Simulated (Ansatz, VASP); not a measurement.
Ca in VASP and in Ansatz

```xyz
1
Lattice="-2.2354 2.2354 2.1372 2.2354 -2.2354 2.1372 2.2354 2.2354 -2.1372" Properties=species:S:1:pos:R:3 pbc="T T T"
Ca    0.0000    0.0000    2.1372
```

Alike in both runs: task single point; functional PBE; k mesh 18 × 18 × 18; occupations gaussian, width 0.15 eV; no spin polarisation.

|  | VASP | Ansatz |
| --- | --- | --- |
| version | VASP 6.6.1 | Ansatz 0.2.0 |
| potentials or method | VASP PAW PBE potentials, release 64 (Ca_sv) | scalar-relativistic, plane waves, PAW |
| plane-wave cutoff (eV) | 520 | 420 |
| valence electrons in the cell | 10 | 10 |

|  | VASP | Ansatz | Ansatz less VASP |
| --- | --- | --- | --- |
| gap on the k mesh at the Fermi level (eV) | none | none | - |
| pressure (GPa) | -0.2 | -0.2 | -0.01 |

A gap of «none» marks a metal or a gap that the smearing closes.
